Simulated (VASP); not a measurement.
Input of a VASP 6.6.1 run:

File POSCAR:

```
InPd
1.0
    3.2718847800      0.0000000000      0.0000000000
    0.0000000000      3.2718847800      0.0000000000
    0.0000000000      0.0000000000      3.2718847800
In Pd
1 1
Direct
    0.0030778300      0.0016571500      0.0060647600
    0.4969221700      0.4983428500      0.4939352400
```

Contents of INCAR.step1:

```
SYSTEM = InPd
PREC = Accurate ; ENCUT = 600
EDIFF = 1E-8 ; ISMEAR = 1
SIGMA = 0.1 ; LREAL = .FALSE.
LASPH = .TRUE. ; NELM = 60
ALGO = Normal ; ISIF = 3
LWAVE = .FALSE. ; LCHARG = .FALSE.
METAGGA = R2SCAN ; LMIXTAU = .TRUE.
IBRION = 2 ; NSW = 40
EDIFFG = -0.002
```

The input INCAR.step2:

```
SYSTEM = InPd
PREC = Accurate ; ENCUT = 600
EDIFF = 1E-8 ; ISMEAR = 1
SIGMA = 0.1 ; LREAL = .FALSE.
LASPH = .TRUE. ; NELM = 60
ALGO = Normal ; ISIF = 3
LWAVE = .FALSE. ; LCHARG = .FALSE.
METAGGA = R2SCAN ; LMIXTAU = .TRUE.
IBRION = 6 ; NFREE = 2
POTIM = 0.015 ; NSW = 1
```

The input KPOINTS:

```
Automatic mesh
0
G
  5 5 5
  0 0 0
```

Potentials or basis: VASP PAW PBE potentials, release 64 (In_d, Pd).

Command:

```console
$ cat potpaw_PBE.64/In_d/POTCAR potpaw_PBE.64/Pd/POTCAR > POTCAR
$ cp INCAR.step1 INCAR
$ mpirun -np 1 vasp_std > vasp.out
$ cp CONTCAR POSCAR
$ cp INCAR.step2 INCAR
$ mpirun -np 1 vasp_std > vasp.out
```

Q: Predict the Voigt bulk modulus.

A: 132 GPa.

Q: Predict the highest phonon frequency at Γ, LO-TO splitting left out.

A: 148 cm⁻¹.

Q: Estimate the relaxed cell.

A: a = 3.279 Å, b = 3.280 Å, c = 3.279 Å, α = 89.87°, β = 88.93°, γ = 90.12°.

Q: Predict the relaxed volume.

A: 17.63 Å³/atom.

Phonon frequencies in cm⁻¹ (negative: imaginary):
| q point | frequencies |
| --- | --- |
| (0.000, 0.000, 0.000) | 0 0 0 128 138 148 |

Caveat: the k mesh is coarse (spacing up to 0.38 Å⁻¹), so the values aren't converged; the PAW data sets were made with another functional, which shifts forces and pressure a little.
